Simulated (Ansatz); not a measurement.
## Trends among crystals of one structure type (Fm-3m)

All 4 crystals share space group Fm-3m (No. 225) and the same kinds of sites, 2 atoms in the primitive cell. They are database entries and needn't be the stable phases. The set is a selection: crystals with gaps under 0.25 eV or edges off the refined points were left out. Cells are relaxed by PAW under the functional.

Quantity: Kohn-Sham band edges (the gap between refined extrema, the direct gap on the fine mesh). Level: LDA, all-electron LAPW in Ansatz 0.2.0, scalar-relativistic.

```tsv
crystal	cell (conventional)	fine k mesh	smearing (eV)	gap (eV)	least direct gap (eV)	electron conductivity mass (mₑ)	ε∞ without local fields (PAW)
SrO	a = 5.064 Å	14×14×14	none	3.12	3.16	0.490	4.10
MgS	a = 5.128 Å	14×14×14	none	2.65	3.83	0.336	6.18
CaS	a = 5.564 Å	12×12×12	none	?	?	?	?
BaTe	a = 6.866 Å	10×10×10	none	1.36	1.71	0.340	7.20
```

**Question.** What did the calculation give for CaS?

**Answer.** gap = 1.97 eV, least direct gap = 2.84 eV, electron conductivity mass = 0.380 mₑ, ε∞ without local fields (PAW) = 5.98.

Known limits: no spin-orbit coupling on heavy atoms (SrO, BaTe); semilocal gaps are low, and light masses and ε∞ follow the gap.
